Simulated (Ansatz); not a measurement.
# Relaxing Al₃As

All numbers below come from DFT PBE, scalar-relativistic, plane waves, PAW (Ansatz 0.2.0). Cutoff 420 eV, Γ-centred k mesh, Gaussian smearing, no spin polarisation in the final step.

The start puts Al₃As on the A15 structure type (Pm-3n, No. 223), with As in place of Si, Al in place of Cr, at a guessed volume.

```
CELL_PARAMETERS angstrom
5.15014 0.00000 0.00000
0.00000 5.15014 0.00000
0.00000 0.00000 5.15014
ATOMIC_POSITIONS crystal
Al 0.00000 0.50000 0.25000
Al 0.00000 0.50000 0.75000
Al 0.25000 0.00000 0.50000
Al 0.75000 0.00000 0.50000
Al 0.50000 0.75000 0.00000
Al 0.50000 0.25000 0.00000
As 0.00000 0.00000 0.00000
As 0.50000 0.50000 0.50000
```

Cell and atoms relax at zero pressure; the relaxation can't lower the symmetry of the start.

Formation energies are uncorrected and refer to the elements' standard structures at the same level.

Task: What does it relax into?

Result: It keeps Pm-3n (No. 223). The result has the A15 structure. Conventional cell: a = 5.223 Å. Al has 2 Al at 2.61 Å, 4 As at 2.92 Å and 8 Al at 3.20 Å; around As lie 12 Al at 2.92 Å.

Space group Pm-3n (No. 223). a = 5.223 Å, b = 5.223 Å, c = 5.223 Å, α = 90.00°, β = 90.00°, γ = 90.00°
```json
{"atom": "Al", "site": "6c", "symmetry": "-4m.2", "x": "0.0000", "y": "0.5000", "z": "0.2500"}
{"atom": "As", "site": "2a", "symmetry": "m-3.", "x": "0.0000", "y": "0.0000", "z": "0.0000"}
```

Task: What are its volume, energy, density and gap?

Result: The volume per atom is 17.81 Å³. The density is 3.63 g/cm³, the energy over the elements is 0.18 eV/atom and the gap on the 8×8×8 mesh is 0 eV (a metal).

The final run used a 8×8×8 mesh on its 8-atom cell and 0.10 eV smearing. The k mesh leaves about 4 meV/atom of noise in metals. A structure relaxed within its symmetry needn't be a true minimum.

Cost: 2 runs of about 0.44 core-minutes in all, on Intel Xeon 6975P-C (Granite Rapids) (shared hosts).